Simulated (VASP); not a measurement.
Wanted: the native input for a VASP 6.6.1 run.

| Item | Value |
| --- | --- |
| Task | single point |
| Functional | HSE06 |
| Potentials or basis | VASP PAW PBE potentials, release 64 (Si) |
| Cutoff | 520 eV |
| k mesh | 6 × 6 × 6 |
| Occupations | gaussian, width 0.01 eV |
| Spin | no spin polarisation |
| Dipole correction | no |
| Exchange at q = 0 | truncated |
| Grid for exact exchange (PRECFOCK) | Normal |
| Screening parameter | 0.2079 1/A |
| Further INCAR settings | ALGO = Normal; EDIFF = 1e-06; NBANDS = 11 |

Crystal: Si.

```
CELL_PARAMETERS angstrom
0.00000 2.88545 2.72212
2.88545 0.00000 2.72212
2.88545 2.88545 0.00000
ATOMIC_POSITIONS crystal
Si 0.00000 0.00000 0.00000
Si 0.25000 0.25000 0.25000
```

The cell isn't the ideal one: biaxial_xy strain +6.0%.

One way to write it, as run:

POSCAR

```
Si
1.0
    0.0000000000      2.8854460299      2.7221188962
    2.8854460299      0.0000000000      2.7221188962
    2.8854460299      2.8854460299      0.0000000000
Si
2
Direct
    0.0000000000      0.0000000000      0.0000000000
    0.2500000000      0.2500000000      0.2500000000
```

INCAR.step1

```
SYSTEM = Si
PREC = Accurate ; ENCUT = 520
EDIFF = 1E-5 ; ISMEAR = 0
SIGMA = 0.01 ; LREAL = .False.
LASPH = .True. ; NELM = 100
ALGO = Normal ; ISIF = 2
LWAVE = .True. ; LCHARG = .False.
NBANDS = 11 ; GGA = PE
```

INCAR.step2

```
SYSTEM = Si
PREC = Accurate ; ENCUT = 520
EDIFF = 1E-6 ; ISMEAR = 0
SIGMA = 0.01 ; LREAL = .False.
LASPH = .True. ; NELM = 100
ALGO = Normal ; ISIF = 2
LWAVE = .False. ; LCHARG = .False.
GGA = PE ; LHFCALC = .True.
HFSCREEN = 0.2079 ; PRECFOCK = Normal
NBANDS = 11 ; ISTART = 1
```

KPOINTS

```
Automatic mesh
0
Gamma
  6 6 6
  0 0 0
```

Potentials or basis: VASP PAW PBE potentials, release 64 (Si).

Run with:

```sh
$ cat potpaw_PBE.64/Si/POTCAR > POTCAR
$ cp INCAR.step1 INCAR
$ mpirun -np 1 vasp_std > vasp.out
$ cp INCAR.step2 INCAR
$ mpirun -np 1 vasp_std > vasp.out
```

Results of the run:

The pressure is -9.4 GPa and the band gap on the k mesh is 0.86 eV, indirect (least direct gap 2.53 eV).

Caveat: the PAW data sets were made with another functional, which shifts forces and pressure a little.

Wall time 9.3 min on 1 thread of Intel(R) Xeon(R) Platinum 8488C (Sapphire Rapids), with other jobs on the host, peak memory 0.28 GiB.
